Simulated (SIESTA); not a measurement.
Crystal: Al.

```
CELL_PARAMETERS angstrom
2.72176 0.00000 0.00000
0.00000 2.72176 0.00000
0.00000 0.00000 2.72176
ATOMIC_POSITIONS crystal
Al 0.00000 0.00000 0.00000
```

The cell was built by a generator and needn't be a form met in nature.

| Property | Result |
| --- | --- |
| Program | SIESTA 5.4.2 |
| Task | single point |
| Functional | PBE |
| Potentials or basis | PseudoDojo 0.4 standard (PBE files) |
| Basis | DZP (energy shift 0.003 Ry) |
| Grid cutoff | 500 Ry |
| Energy shift | 0.003 Ry |
| k mesh | 10 × 10 × 10 |
| Occupations | fermi-dirac, width 0.05 eV |
| Spin | no spin polarisation |

On this cell: pressure 0.8 GPa; band gap on the k mesh none (metal or under the smearing width).

The same run follows on a disturbed copy (cell strained at random at fixed volume):

```
Al
1.0
     2.72314    0.02266    0.02199
     0.02266    2.75688    0.04783
     0.02199    0.04783    2.68691
Al
1
Cartesian
  0.0273 -0.0551 0.0088
```

**Question.** What changes?

**Answer.** The energy (extrapolated to zero smearing) moves by -1.0 meV/atom; pressure 0.7 GPa; band gap on the k mesh none (metal or under the smearing width).

Stress tensor (GPa, compression positive):
```
 0.66 -0.07  0.43
-0.07 -0.35  0.64
 0.43  0.64  1.68
```

Caveats: the basis of atomic orbitals isn't converged, which shifts pressures, moduli and gaps.
